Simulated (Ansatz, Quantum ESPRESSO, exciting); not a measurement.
One calculation of Li2S, 7 ways

```
S Li
1.0
     0.00000    2.84450    2.84450
     2.84450    0.00000    2.84450
     2.84450    2.84450    0.00000
S Li
1 2
Cartesian
  0.0000 0.0000 0.0000
  4.2668 4.2668 4.2668
  1.4223 1.4223 1.4223
```

Alike in all runs: task band structure; functional PBE; k mesh 8 × 8 × 8; occupations fermi-dirac, width 0.05 eV; no spin polarisation; no spin-orbit coupling. Pressure is positive in compression and, in plane waves, holds the error of the finite cutoff, which Ansatz's Pulay term estimates and takes out. Gaps are the smaller of the mesh's and the band path's.

| program and potentials | plane-wave cutoff (eV) | notes | band gap (eV) | pressure (GPa) |
| --- | --- | --- | --- | --- |
| Ansatz, SPMS NC | 707 | Pulay term of +0.20 GPa included | 3.39 | 0.47 |
| exciting, all-electron LAPW+lo, shipped species files, valence relativity zora | - | - | 3.40 | - |
| Quantum ESPRESSO, PseudoDojo 0.4.1 SR PBE standard | 1007 | - | 3.39 | 0.35 |
| Ansatz, Ansatz PAW (files of its older set among them) | 780 | - | 3.39 | 0.36 |
| Ansatz, PseudoDojo stringent (PBE files) | 1306 | - | 3.39 | 0.34 |
| Ansatz, PseudoDojo standard (PBE files) | 1007 | - | 3.39 | 0.37 |
| Ansatz, JTH PAW | 1170 | Pulay term of +0.03 GPa included | 3.38 | 0.47 |

The band gap spans 3.38 (Ansatz, JTH PAW) to 3.40 eV (exciting, all-electron LAPW+lo, shipped species files, valence relativity zora), with all-electron results at 3.40. The pressure spans 0.34 (Ansatz, PseudoDojo stringent (PBE files)) to 0.47 GPa (Ansatz, JTH PAW).

Differences between rows come from potentials, basis sets and numerical settings, since the functional is the same but for its coding. Runs on potential files found faulty are left out.
